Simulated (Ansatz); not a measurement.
# TiO2: anatase against rutile under pressure

Which form of TiO2 has the lower enthalpy, and does pressure change the order? Both are relaxed at the same set pressures.

Calculated with Ansatz 0.2.0, PBEsol, PAW files of the set soft_1, cutoff 600 eV, Fermi–Dirac smearing 0.02 eV, k-mesh 10×10×10, no spin polarisation, no spin-orbit coupling.

The rutile cell takes smearing 0.02 eV and a 6×6×9 mesh.

Near zero pressure the anatase cell (I4_1/amd, 6 atoms) is a = 5.4719 Å, b = 5.4719 Å, c = 5.4719 Å, α = 139.70°, β = 139.70°, γ = 58.30°; the rutile cell (P4_2/mnm, 6 atoms) is a = 4.5913 Å, b = 4.5913 Å, c = 2.9392 Å, α = 90.00°, β = 90.00°, γ = 90.00°.

| P (GPa) | V, anatase (Å³) | V, rutile (Å³) | ΔE (meV) | ΔH = ΔE + PΔV (meV) |
| --- | --- | --- | --- | --- |
| −4 | 34.726 | 31.570 | 60.9 | 139.7 |
| 0 | 33.953 | 30.980 | 63.2 | 63.2 |
| 5 | 33.051 | 30.333 | 59.3 | −25.6 |
| 10 | 32.215 | 29.756 | 47.1 | −106.3 |
| 20 | 30.696 | 28.762 | −1.8 | −243.2 |
| 30 | 29.379 | 27.921 | −75.6 | −348.7 |

Values are for a formula unit, differences are rutile less anatase, and 1 GPa Å³ = 6.2415 meV. **Question.** Give ΔH at 15 GPa, a row left out above, and the pressure at which the two forms cross, if they do.

Least squares with ΔH = h0 + h1 P + h2 P² gives h0 = 63.1 meV, h1 = −18.52 meV/GPa and h2 = 0.160 meV/GPa². Since dH/dP = V, the slope should equal ΔV: −2.973 Å³ × 6.2415 = −18.56 meV/GPa at 0 GPa. At 15 GPa the fit gives −178.8 meV. The run itself gives −178.9 meV, so the estimate misses by 0.1 meV, a rounding's worth.

ΔH passes through zero at 3.5 GPa, above which the rutile form is lower. Semilocal functionals are known to favour anatase over rutile, against calorimetry. This compares two forms alone, at zero temperature, without vibrations or barriers; other forms may lie lower.
